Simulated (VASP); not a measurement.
# CuAu (P4/mmm) in VASP: a series of runs

Runs on CuAu. Level: PBE. Tasks: single point.

All numbers are computed with VASP 6.6.1; they aren't measurements. Logs are shortened: lines on timing, memory, paths and dates and some standing lists are left out, and cuts for length are marked.

## 1. The structure

It takes space group P4/mmm (No. 123, tetragonal). The conventional cell has a = 2.811 Å, b = 2.811 Å, c = 3.685 Å, α = 90.00°, β = 90.00°, γ = 90.00°. Au (site symmetry 4/mmm) has 8 Cu at 2.71 Å and 4 Au at 2.81 Å as nearest neighbours. Cu (site symmetry 4/mmm) is surrounded by 8 Au at 2.71 Å and 4 Cu at 2.81 Å.

## 2. Single point, PBE

INCAR

```
SYSTEM = CuAu
ADDGRID  = .FALSE.      
ALGO     = Normal         ! electronic algorithm
EDIFF    = 0.01           ! SCF threshold, eV
ENCUT    = 460            ! plane-wave cutoff, eV
GGA      = PE             ! functional
ISIF     = 2              ! what is computed and relaxed
ISMEAR   = 1              ! smearing method
LASPH    = .TRUE.         ! aspherical terms in the spheres
LCHARG   = .FALSE.        ! write CHGCAR
LREAL    = .FALSE.        ! projectors in reciprocal space
LWAVE    = .FALSE.        ! write WAVECAR
NBANDS   = 18             ! bands
NELM     = 100            ! most SCF steps
PREC     = Accurate       ! precision mode
SIGMA    = 0.2            ! smearing width, eV
```

KPOINTS

```
k-points
0
G
  5 5 4
  0 0 0
```

POSCAR

```
CuAu
1.0
    2.8107494552      0.0000000000      0.0000000000
    0.0000000000      2.8107494552      0.0000000000
    0.0000000000      0.0000000000      3.6850000000
Au Cu
1 1
Direct
    0.0257070000      0.0114430000     -0.0258500000
    0.4994280000      0.4658820000      0.5068750000
```

Potentials or basis: VASP PAW PBE potentials, release 64 (Au, Cu).

Run with:

```bash
cat potpaw_PBE.64/Au/POTCAR potpaw_PBE.64/Cu/POTCAR > POTCAR
mpirun -np 1 vasp_std > vasp.out
```

OUTCAR:

```text
SYSTEM = CuAu
   EDIFF = 0.01
   ENCUT = 460
   GGA = PE
   ISIF = 2
   ISMEAR = 1
   LASPH = .TRUE.
   LREAL = .FALSE.
   NELM = 100
   PREC = Accurate

 Found     51 irreducible k-points:

 Following reciprocal coordinates:
            Coordinates               Weight
  0.000000  0.000000  0.000000      1.000000
  0.200000  0.000000  0.000000      2.000000
  0.000000  0.200000  0.000000      2.000000
  0.400000  0.000000  0.000000      2.000000
  0.000000  0.400000  0.000000      2.000000
  0.200000  0.200000  0.000000      2.000000
   k-points           NKPTS =     51   k-points in BZ     NKDIM =     51   number of bands    NBANDS=     18
   number of dos      NEDOS =    301   number of ions     NIONS =      2
   total plane-waves  NPLWV =  11200
   dimension x,y,z NGX =    20 NGY =   20 NGZ =   28
   dimension x,y,z NGXF=    40 NGYF=   40 NGZF=   56
   ions per type =               1   1
   NGX,Y,Z   is equivalent  to a cutoff of  11.83, 11.83, 12.63 a.u.
   NGXF,Y,Z  is equivalent  to a cutoff of  23.66, 23.66, 25.26 a.u.
 SYSTEM =  CuAu
   PREC   = accura    normal or accurate (medium, high low for compatibility)
   ISTART =      0    job   : 0-new  1-cont  2-samecut
   ICHARG =      2    charge: 1-file 2-atom 10-const
   ISPIN  =      1    spin polarized calculation?
   LNONCOLLINEAR =      F non collinear calculations
   LSORBIT =      F    spin-orbit coupling
   LASPH  =      T    aspherical Exc in radial PAW
   ENCUT  =  460.0 eV  33.81 Ry    5.81 a.u.   4.92  4.92  6.44*2*pi/ulx,y,z
   NELM   =    100;   NELMIN=  2; NELMDL= -5     # of ELM steps
   EDIFF  = 0.1E-01   stopping-criterion for ELM
   LREAL  =      F    real-space projection
   EDIFFG = 0.1E+00   stopping-criterion for IOM
   NSW    =      0    number of steps for IOM
   IBRION =     -1    ionic relax: 0-MD 1-quasi-New 2-CG
   NFREE  =      0    steps in history (QN), initial steepest desc. (CG)
   ISIF   =      2    stress and relaxation
   ISYM   =      2    0-nonsym 1-usesym 2-fastsym
   POTIM  = 0.5000    time-step for ionic-motion
   TEBEG  =    0.0;   TEEND  =   0.0 temperature during run
   PSTRESS=    0.0 pullay stress
   NELECT =      22.0000    total number of electrons
   NUPDOWN=      -1.0000    fix difference up-down
   EMIN   =  10.00;   EMAX   =-10.00  energy-range for DOS
   EFERMI =   0.00;   METHOD = LEGACY
   ISMEAR =     1;   SIGMA  =   0.20  broadening in eV -4-tet -1-fermi 0-gaus
   EFERMI_NEDOS =   21; number of points for ismear=-14 and -15
   IALGO  =     38    algorithm
   IMIX   =      4    mixing-type and parameters
     AMIX     =   0.40;   BMIX     =  1.00
     AMIX_MAG =   1.60;   BMIX_MAG =  1.00
  volume/ion in A,a.u.               =      14.56        98.23
  Fermi-wavevector in a.u.,A,eV,Ry     =   1.491152  2.817868 30.253005  2.223533
  Thomas-Fermi vector in A             =   2.603843
   LORBIT       =      0    0 simple, 1 ext, 2 COOP (PROOUT), +10 PAW based schemes
   GGA     = PE    functional components
   LHFCALC =     F    Hartree Fock is set to
   AEXX    =    0.0000 exact exchange contribution
   IVDW    =     0    specifies the selected vdW correction
   LEPSILON=     F    determine dielectric tensor
   LRPA    =     F    only Hartree local field effects (RPA)
 non-spin polarized calculation
 Methfessel and Paxton  Order N= 1 SIGMA  =   0.20
  energy-cutoff  :      460.00
  volume of cell :       29.11
 maximum number of plane-waves:       667
   NGX =  9   NGY =  9   NGZ = 13

 number of electron      21.9999994 magnetization

 Free energy of the ion-electron system (eV)
  ---------------------------------------------------
  ext. energy  EPLUGINS =         0.00000000
  ---------------------------------------------------
  free energy    TOTEN  =        -7.05484844 eV

  energy without entropy =       -7.05282560  energy(sigma->0) =       -7.05417416

 E-fermi :   9.0410     XC(G=0): -12.6497

 val. band max:        9.0049828266   @ k =   0.2000   0.4000   0.5000
 cond. band min:       9.2857719004   @ k =  -0.4000  -0.4000   0.2500
 fundamental gap:      0.2807890738
 Fermi energy:         9.0409826812

 k-point     1 :       0.0000    0.0000    0.0000
  band No.  band energies     occupation
      1      -1.0340      2.00000
      2       2.1603      2.00000
      3       2.2873      2.00000
      4       4.6389      2.00000
      5       4.7183      2.00000
      6       5.7621      2.00000
[... 10 lines left out ...]
     17      25.4574      0.00000
     18      26.2602      0.00000

 k-point     2 :       0.2000    0.0000    0.0000
  band No.  band energies     occupation
      1      -0.1501      2.00000
      2       2.4824      2.00000
      3       2.8995      2.00000
      4       4.1396      2.00000
      5       4.8683      2.00000
      6       5.3596      2.00000
[... 10 lines left out ...]
     17      25.7856      0.00000
     18      27.4755      0.00000

 k-point     3 :       0.0000    0.2000    0.0000
  band No.  band energies     occupation
      1      -0.1537      2.00000
      2       2.4688      2.00000
      3       2.9171      2.00000
      4       4.1722      2.00000
      5       4.8365      2.00000
      6       5.3811      2.00000
[... 10 lines left out ...]
     17      25.8175      0.00000
     18      27.5257      0.00000

 k-point     4 :       0.4000    0.0000    0.0000
  band No.  band energies     occupation
      1       1.6682      2.00000
      2       3.0839      2.00000
      3       3.3263      2.00000
      4       4.1301      2.00000
      5       4.7011      2.00000
      6       5.1816      2.00000
[... 10 lines left out ...]
     17      23.7070      0.00000
     18      25.2338      0.00000

 k-point     5 :       0.0000    0.4000    0.0000
  band No.  band energies     occupation
      1       1.6511      2.00000
      2       3.0783      2.00000
      3       3.3488      2.00000
      4       4.1517      2.00000
      5       4.7289      2.00000
      6       5.2123      2.00000
[... 10 lines left out ...]
     17      23.7753      0.00000
     18      25.2481      0.00000

 k-point     6 :       0.2000    0.2000    0.0000
  band No.  band energies     occupation
      1       0.6981      2.00000
      2       3.0523      2.00000
      3       3.1783      2.00000
      4       4.0484      2.00000
      5       4.2753      2.00000
      6       4.8600      2.00000
[... 10 lines left out ...]
     17      26.0838      0.00000
     18      26.5291      0.00000

 [... further k-points ...]

------------------------ aborting loop because EDIFF is reached ----------------------------------------

  FORCE on cell =-STRESS in cart. coord.  units (eV):
  Direction    XX          YY          ZZ          XY          YZ          ZX
  --------------------------------------------------------------------------------------
  -------------------------------------------------------------------------------------
  Total        0.3280863      0.2412556      0.2709095      0.1099648     -0.3449188     -0.2071076
  in kB       18.0558097     13.2771932     14.9091542      6.0517722    -18.9821645    -11.3978982
  external PRESSURE =      15.4140524 kB  Pullay stress =       0.0000000 kB

 VOLUME and BASIS-vectors are now :
 -----------------------------------------------------------------------------
  energy-cutoff  :      460.00
  volume of cell :       29.11
      direct lattice vectors                 reciprocal lattice vectors
     2.810749455  0.000000000  0.000000000     0.355776997  0.000000000  0.000000000
     0.000000000  2.810749455  0.000000000     0.000000000  0.355776997  0.000000000
     0.000000000  0.000000000  3.685000000     0.000000000  0.000000000  0.271370421

 POSITION                                       TOTAL-FORCE (eV/Angst)
 -----------------------------------------------------------------------------------
      0.07226      0.03216      3.58974        -0.309808     -0.517530      0.912966
      1.40377      1.30948      1.86783         0.309808      0.517530     -0.912966
 -----------------------------------------------------------------------------------
    total drift:                                0.000599      0.001028      0.019416

  FREE ENERGIE OF THE ION-ELECTRON SYSTEM (eV)
  ---------------------------------------------------
  free  energy   TOTEN  =        -7.0548484421 eV

  energy  without entropy=       -7.0528256005  energy(sigma->0) =       -7.05417416
```

Wall time 11 s (1 thread of Intel Xeon Platinum 8375C at 2.90GHz (Ice Lake), shared host); peak memory 0.15 GiB.

The run converged, but some of its settings lie outside the range that counts as converged, so its numbers aren't taken as properties of the crystal.

Results:

```
Free energy            : -7.0548 eV
Pressure               : 1.5 GPa
Largest force          : 1.094 eV/Å
Band gap on the k mesh : none (metal or under the smearing width)
```

Caveat: the k mesh is coarse (spacing up to 0.45 Å⁻¹), so the values aren't converged.

## 3. Single point, PBE

Edit INCAR of step 2 so:

```diff
@@ -3,3 +3,3 @@
 ALGO     = Normal         ! electronic algorithm
-EDIFF    = 0.01           ! SCF threshold, eV
+EDIFF    = 0.001          ! SCF threshold, eV
 ENCUT    = 460            ! plane-wave cutoff, eV
```

KPOINTS is that of step 2.

POSCAR

```
CuAu
1.0
    2.8107494552      0.0000000000      0.0000000000
    0.0000000000      2.8107494552      0.0000000000
    0.0000000000      0.0000000000      3.6850000000
Au Cu
1 1
Direct
    0.0000000000      0.0000000000      0.0000000000
    0.5000000000      0.5000000000      0.5000000000
```

Potentials or basis: VASP PAW PBE potentials, release 64 (Au, Cu).

Run with:

```bash
cat potpaw_PBE.64/Au/POTCAR potpaw_PBE.64/Cu/POTCAR > POTCAR
mpirun -np 1 vasp_std > vasp.out
```

Wall time 7.3 s (1 thread of Intel Xeon Platinum 8375C at 2.90GHz (Ice Lake), shared host); peak memory 0.13 GiB.

These settings aren't checked as converged: the numbers below hold their error.

What came out:

```yaml
Free_energy: -7.1492 eV
Pressure: 5.1 GPa
Band_gap_on_the_k_mesh: none (metal or under the smearing width)
```

Caveat: the k mesh is coarse (spacing up to 0.45 Å⁻¹), so the values aren't converged.
